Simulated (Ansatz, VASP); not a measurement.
**Two plane-wave programs on W2C**

```
W C
1.0
     3.13026    0.00000    0.00000
    -1.56513    2.71088    0.00000
     0.00000    0.00000    4.77019
W C
2 1
Direct
  0.66667 0.33333 0.25367
  0.33333 0.66667 0.74633
  0.00000 0.00000 0.00000
```

Change from the starting cell: volume scaled by 1.06.

Alike in both runs: task single point; functional PBE; k mesh 10 × 10 × 6; occupations fermi-dirac, width 0.05 eV; no spin polarisation.

|  | VASP | Ansatz |
| --- | --- | --- |
| version | VASP 6.6.1 | Ansatz 0.2.0 |
| potentials or method | VASP PAW PBE potentials, release 64 (W_sv, C) | Ansatz PAW |
| plane-wave cutoff (eV) | 520 | 420 |
| valence electrons in the cell | 32 | 32 |

VASP gave:

- gap on the k mesh at the Fermi level (eV): none
- pressure (GPa): -18.1
- rms of the force components (eV/Å): 0.195

Problem. What did Ansatz give for the same quantities?

Solution. gap on the k mesh at the Fermi level (eV): none; pressure (GPa): -18.6; rms of the force components (eV/Å): 0.215.

Atom by atom the forces differ by 0.021 eV/Å (rms over components). A gap of «none» marks a metal or a gap that the smearing closes. With one functional, cell and mesh, what is left measures potentials, basis and numerics.

The runs have no spin-orbit coupling, so splittings on W are missing.
